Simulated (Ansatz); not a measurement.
## Carrier properties of ZnTe (R3m)

Here is the system:

```yaml
crystal:
  lattice:
    - [-0.03008, 3.03586, 3.03586]
    - [3.03586, -0.03008, 3.03586]
    - [3.03586, 3.03586, -0.03008]
  atoms:
    - { symbol: Zn, position: [0.50083, 0.50083, 0.50083] }
    - { symbol: Te, position: [0.24917, 0.24917, 0.24917] }
```

The numbers are results of r2SCAN with spin-orbit coupling, rigid bands (plane waves, PAW; Ansatz, a first-principles code), not measurements. Condition of this run: uniaxial stress along [111] of 1 GPa (compression positive) (the target of the relaxation). Geometry: cell and atoms relaxed with r2SCAN, then loaded as said.

* **band gap**: 1.51 eV
* **electron conductivity mass (300 K, dilute)**: 0.119 mₑ
* **hole conductivity mass (300 K, dilute)**: 0.41 mₑ
* **effective density of states N_c (300 K)**: 9.5e17 cm⁻³
* **effective density of states N_v (300 K)**: 7.1e18 cm⁻³
* **density-of-states mass, electrons**: 0.113 mₑ
* **density-of-states mass, holes**: 0.43 mₑ
* **Seebeck coefficient, n-type 1e19 cm⁻³, 300 K**: -75 μV/K
* **Seebeck coefficient, p-type 1e19 cm⁻³, 300 K**: 235 μV/K
* **best p-type power factor at 300 K for τ = 10 fs (best axis; densities from 1e16 to 1e21 cm⁻³ tried, whether or not they can be reached)**: 5.3 μW/(cm·K²) at 1e20 cm⁻³

Rigid bands; masses and Seebeck coefficients take one relaxation time τ for all states and one kind of carrier; polarons and phonon drag are left out.
